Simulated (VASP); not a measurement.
# HfH2 (I4/mmm) in VASP: single point with r2SCAN

Aim: the single point of HfH2 with r2SCAN.

All numbers are computed with VASP 6.6.1; they aren't measurements. Logs are shortened: lines on timing, memory, paths and dates and some standing lists are left out, and cuts for length are marked.

**1. The crystal as given**

It takes space group I4/mmm (No. 139, tetragonal). The conventional cell has a = 3.454 Å, b = 3.454 Å, c = 4.331 Å, α = 90.00°, β = 90.00°, γ = 90.00°. Around H (site symmetry -4m2) lie 4 Hf at 2.04 Å and 2 H at 2.17 Å. Hf (site symmetry 4/mmm) has 8 H at 2.04 Å as nearest neighbours.

**2. Single point, r2SCAN**

Contents of POSCAR:

```
HfH2
1.0
   -1.7272060000      1.7272060000      2.1657120000
    1.7272060000     -1.7272060000      2.1657120000
    1.7272060000      1.7272060000     -2.1657120000
H Hf
2 1
Direct
    0.7500000000      0.2500000000      0.5000000000
    0.2500000000      0.7500000000      0.5000000000
    0.0000000000      0.0000000000      0.0000000000
```

Contents of INCAR.step1:

```
SYSTEM = HfH2
ALGO = Normal
EDIFF = 1E-4
ENCUT = 520
GGA = PE
ISMEAR = -1
LASPH = .True.
LCHARG = .False.
LREAL = .False.
LWAVE = .True.
NBANDS = 13
NELM = 100
PREC = Accurate
SIGMA = 0.1279
```

Contents of INCAR.step2:

```
SYSTEM = HfH2
ALGO = Normal
EDIFF = 1E-6
ENCUT = 520
ISIF = 2
ISMEAR = -1
ISTART = 1
LASPH = .True.
LCHARG = .False.
LMIXTAU = .True.
LREAL = .False.
LWAVE = .False.
METAGGA = R2SCAN
NBANDS = 13
NELM = 100
PREC = Accurate
SIGMA = 0.1279
```

Contents of KPOINTS:

```
k-points
0
Gamma
  13 13 13
  0 0 0
```

Potentials or basis: VASP PAW PBE potentials, release 64 (H, Hf_pv).

Launch:

```sh
> cat potpaw_PBE.64/H/POTCAR potpaw_PBE.64/Hf_pv/POTCAR > POTCAR
> cp INCAR.step1 INCAR
> mpirun -np 1 vasp_std > vasp.out
> cp INCAR.step2 INCAR
> mpirun -np 1 vasp_std > vasp.out
```

OUTCAR:

```text
SYSTEM = HfH2
   EDIFF = 1E-6
   ENCUT = 520
   ISIF = 2
   ISMEAR = -1
   ISTART = 1
   LASPH = .True.
   LREAL = .False.
   METAGGA = R2SCAN
   NELM = 100
   PREC = Accurate

 ion  position               nearest neighbor table
   1  0.750  0.250  0.500-   3 2.04   3 2.04   3 2.04   3 2.04
   2  0.250  0.750  0.500-   3 2.04   3 2.04   3 2.04   3 2.04
   3  0.000  0.000  0.000-   1 2.04   2 2.04   1 2.04   2 2.04   1 2.04   2 2.04   1 2.04   2 2.04

  LATTYP: Found a body centered tetragonal cell.
 ALAT       =     3.4544120000
 C/A-ratio  =     1.2538817026

  Lattice vectors:

 A1 = (  -1.7272060000,   1.7272060000,   2.1657120000)
 A2 = (   1.7272060000,  -1.7272060000,   2.1657120000)
 A3 = (   1.7272060000,   1.7272060000,  -2.1657120000)

Analysis of symmetry for initial positions (statically):
=====================================================================
 Subroutine PRICEL returns:
 Original cell was already a primitive cell.

 Routine SETGRP: Setting up the symmetry group for a
 body centered tetragonal supercell.

 Subroutine GETGRP returns: Found 16 space group operations
 (whereof 16 operations were pure point group operations)
 out of a pool of 16 trial point group operations.

The static configuration has the point symmetry D_4h.

Analysis of symmetry for dynamics (positions and initial velocities):
=====================================================================
 Subroutine PRICEL returns:
 Original cell was already a primitive cell.

 Routine SETGRP: Setting up the symmetry group for a
 body centered tetragonal supercell.

 Subroutine GETGRP returns: Found 16 space group operations
 (whereof 16 operations were pure point group operations)
 out of a pool of 16 trial point group operations.

The dynamic configuration has the point symmetry D_4h.

 Subroutine INISYM returns: Found 16 space group operations
 (whereof 16 operations are pure point group operations),
 and found     1 'primitive' translations

----------------------------------------------------------------------------------------

                                     Primitive cell

  volume of cell :      25.8434

  direct lattice vectors                    reciprocal lattice vectors
    -1.727206000  1.727206000  2.165712000     0.000000000  0.289484867  0.230870956
     1.727206000 -1.727206000  2.165712000     0.289484867  0.000000000  0.230870956
     1.727206000  1.727206000 -2.165712000     0.289484867  0.289484867  0.000000000

  length of vectors
     3.264473863  3.264473863  3.264473863     0.370274070  0.370274070  0.409393426

  position of ions in fractional coordinates (direct lattice)
     0.750000000  0.250000000  0.500000000
     0.250000000  0.750000000  0.500000000
     0.000000000  0.000000000  0.000000000

  ion indices of the primitive-cell ions
   primitive index   ion index
                 1           1
                 2           2
                 3           3

----------------------------------------------------------------------------------------

 KPOINTS: k-points

Automatic generation of k-mesh.
 Grid dimensions read from file:
 generate k-points for:   13   13   13

 Generating k-lattice:

  Cartesian coordinates                     Fractional coordinates (reciprocal lattice)
     0.000000000  0.022268067  0.017759304     0.076923077  0.000000000  0.000000000
     0.022268067  0.000000000  0.017759304     0.000000000  0.076923077  0.000000000
     0.022268067  0.022268067  0.000000000     0.000000000  0.000000000  0.076923077

  Length of vectors
     0.028482621  0.028482621  0.031491802

  Shift w.r.t. Gamma in fractional coordinates (k-lattice)
     0.000000000  0.000000000  0.000000000

 Subroutine IBZKPT returns following result:
 ===========================================

 Found    196 irreducible k-points:

 Following reciprocal coordinates:
            Coordinates               Weight
  0.000000  0.000000  0.000000      1.000000
  0.076923  0.000000  0.000000      8.000000
  0.153846  0.000000  0.000000      8.000000
  0.230769 -0.000000  0.000000      8.000000
  0.307692  0.000000  0.000000      8.000000
  0.384615 -0.000000  0.000000      8.000000
[... 16 lines left out ...]
  0.384615  0.153846  0.000000     16.000000
  0.461538  0.153846  0.000000     16.000000
 [... further k-points ...]
   k-points           NKPTS =    196   k-points in BZ     NKDIM =    196   number of bands    NBANDS=     13
   number of dos      NEDOS =    301   number of ions     NIONS =      3
   total plane-waves  NPLWV =  13824
   dimension x,y,z NGX =    24 NGY =   24 NGZ =   24
   dimension x,y,z NGXF=    48 NGYF=   48 NGZF=   48
   ions per type =               2   1
   NGX,Y,Z   is equivalent  to a cutoff of  12.22, 12.22, 12.22 a.u.
   NGXF,Y,Z  is equivalent  to a cutoff of  24.44, 24.44, 24.44 a.u.
 SYSTEM =  HfH2
   PREC   = accura    normal or accurate (medium, high low for compatibility)
   ISTART =      1    job   : 0-new  1-cont  2-samecut
   ICHARG =      0    charge: 1-file 2-atom 10-const
   ISPIN  =      1    spin polarized calculation?
   LNONCOLLINEAR =      F non collinear calculations
   LSORBIT =      F    spin-orbit coupling
   LASPH  =      T    aspherical Exc in radial PAW
   ENCUT  =  520.0 eV  38.22 Ry    6.18 a.u.   6.07  6.07  6.07*2*pi/ulx,y,z
   NELM   =    100;   NELMIN=  2; NELMDL=  0     # of ELM steps
   EDIFF  = 0.1E-05   stopping-criterion for ELM
   LREAL  =      F    real-space projection
[... 7 lines left out ...]
   TEBEG  =    0.0;   TEEND  =   0.0 temperature during run
   PSTRESS=    0.0 pullay stress
   NELECT =      12.0000    total number of electrons
   NUPDOWN=      -1.0000    fix difference up-down
   EMIN   =  10.00;   EMAX   =-10.00  energy-range for DOS
   EFERMI =   0.00;   METHOD = LEGACY
   ISMEAR =    -1;   SIGMA  =   0.13  broadening in eV -4-tet -1-fermi 0-gaus
   EFERMI_NEDOS =   21; number of points for ismear=-14 and -15
   IALGO  =     38    algorithm
   IMIX   =      4    mixing-type and parameters
     AMIX     =   0.40;   BMIX     =  1.00
     AMIX_MAG =   1.60;   BMIX_MAG =  1.00
  volume/ion in A,a.u.               =       8.61        58.13
  Fermi-wavevector in a.u.,A,eV,Ry     =   1.267707  2.395619 21.865668  1.607081
  Thomas-Fermi vector in A             =   2.400841
   LORBIT       =      0    0 simple, 1 ext, 2 COOP (PROOUT), +10 PAW based schemes
   METAGGA = R2SCAN    functional components
   LHFCALC =     F    Hartree Fock is set to
   AEXX    =    0.0000 exact exchange contribution
   IVDW    =     0    specifies the selected vdW correction
   LEPSILON=     F    determine dielectric tensor
   LRPA    =     F    only Hartree local field effects (RPA)
 non-spin polarized calculation
  energy-cutoff  :      520.00
  volume of cell :       25.84
 maximum number of plane-waves:       720
   NGX = 13   NGY = 13   NGZ = 13

 number of electron      12.0000000 magnetization

 Free energy of the ion-electron system (eV)
  ---------------------------------------------------
  ext. energy  EPLUGINS =         0.00000000
  ---------------------------------------------------
  free energy    TOTEN  =       -53.70181749 eV

  energy without entropy =      -53.67045823  energy(sigma->0) =      -53.68613786

 E-fermi :   5.6186     XC(G=0): -12.3002

 val. band max:        5.5911653445   @ k =  -0.1538  -0.3846   0.1538
 cond. band min:       5.6198385516   @ k =  -0.2308  -0.3077   0.2308
 fundamental gap:      0.0286732071
 Fermi energy:         5.6185625287

 k-point     1 :       0.0000    0.0000    0.0000
  band No.  band energies     occupation
      1     -26.6543      2.00000
      2     -26.6543      2.00000
      3     -26.6019      2.00000
      4      -6.4886      2.00000
      5       3.8032      2.00000
      6       5.1050      1.96457
      7       5.1050      1.96457
      8       6.0967      0.04649
      9       7.5775      0.00000
     10       9.0480      0.00000
     11      16.8765      0.00000
     12      17.3919      0.00000
     13      18.0775      0.00000

 k-point     2 :       0.0769    0.0000    0.0000
  band No.  band energies     occupation
      1     -26.6824      2.00000
      2     -26.6615      2.00000
      3     -26.6136      2.00000
      4      -6.3172      2.00000
      5       2.8378      2.00000
      6       5.1819      1.93627
      7       5.6335      0.94180
      8       6.8172      0.00017
      9       7.5235      0.00000
     10       8.9239      0.00000
     11      16.3198      0.00000
     12      16.8765      0.00000
     13      18.4471      0.00000

 k-point     3 :       0.1538    0.0000    0.0000
  band No.  band energies     occupation
      1     -26.7787      2.00000
      2     -26.6813      2.00000
      3     -26.6260      2.00000
      4      -5.8311      2.00000
      5       1.5925      2.00000
      6       5.3197      1.82377
      7       6.0056      0.09249
      8       7.5119      0.00000
      9       8.2641      0.00000
     10       8.8569      0.00000
     11      15.0386      0.00000
     12      16.8765      0.00000
     13      19.4798      0.00000
[... 305 lines left out ...]
 k-point    23 :       0.3846    0.1538    0.0000
  band No.  band energies     occupation
      1     -27.1946      2.00000
      2     -26.8516      2.00000
      3     -26.6860      2.00000
      4      -2.9589      2.00000
      5      -0.7027      2.00000
      6       4.1929      1.99997
      7       6.5324      0.00158
      8       9.1059      0.00000
      9      11.0063      0.00000
     10      11.7445      0.00000
     11      12.4070      0.00000
     12      15.3168      0.00000
     13      16.8767      0.00000

 k-point    24 :       0.4615    0.1538    0.0000
  band No.  band energies     occupation
      1     -27.2096      2.00000
      2     -26.8451      2.00000
      3     -26.6963      2.00000
      4      -2.9345      2.00000
      5      -0.5510      2.00000
      6       4.0367      1.99999
      7       6.4610      0.00275
      8       9.6662      0.00000
      9      10.4479      0.00000
     10      11.7419      0.00000
     11      12.3336      0.00000
     12      15.6844      0.00000
     13      16.8767      0.00000

 [... further k-points ...]
[... 5 lines left out ...]
  --------------------------------------------------------------------------------------
  -------------------------------------------------------------------------------------
  Total       -0.1159454     -0.1159454     -0.1521410      0.0000000      0.0000000      0.0000000
  in kB       -7.1881154     -7.1881154     -9.4320903      0.0000000      0.0000000      0.0000000
  external PRESSURE =      -7.9361071 kB  Pullay stress =       0.0000000 kB

 VOLUME and BASIS-vectors are now :
 -----------------------------------------------------------------------------
  energy-cutoff  :      520.00
  volume of cell :       25.84
      direct lattice vectors                 reciprocal lattice vectors
    -1.727206000  1.727206000  2.165712000     0.000000000  0.289484867  0.230870956
     1.727206000 -1.727206000  2.165712000     0.289484867  0.000000000  0.230870956
     1.727206000  1.727206000 -2.165712000     0.289484867  0.289484867  0.000000000

 POSITION                                       TOTAL-FORCE (eV/Angst)
 -----------------------------------------------------------------------------------
     -0.00000      1.72721      1.08286        -0.000000      0.000000     -0.000000
      1.72721     -0.00000      1.08286         0.000000     -0.000000      0.000000
      0.00000      0.00000      0.00000        -0.000000      0.000000      0.000000
 -----------------------------------------------------------------------------------
    total drift:                                0.000000      0.000000      0.000000

  FREE ENERGIE OF THE ION-ELECTRON SYSTEM (eV)
  ---------------------------------------------------
  free  energy   TOTEN  =       -53.7018174905 eV

  energy  without entropy=      -53.6704582282  energy(sigma->0) =      -53.68613786
```

Wall time 56 s (1 thread of Intel Xeon 6975P-C (Granite Rapids), shared host); peak memory 0.19 GiB.

Results:

| Property | Result |
| --- | --- |
| Free energy | -53.7018 eV |
| Pressure | -0.8 GPa |
| Band gap on the k mesh | none (metal or under the smearing width) |

Stress tensor (GPa, compression positive):
```
-0.72  0.00  0.00
 0.00 -0.72  0.00
 0.00  0.00 -0.94
```

Levels at points of the mesh, in eV from the Fermi level:
```csv
k point,band 3,band 4,band 5,band 6,band 7,band 8,band 9,band 10
"(0.00, 0.00, 0.00)",-32.22,-12.11,-1.82,-0.51,-0.51,0.48,1.96,3.43
```

Caveat: the PAW data sets were made with another functional, which shifts forces and pressure a little. The run has no spin-orbit coupling, so splittings on Hf are missing.
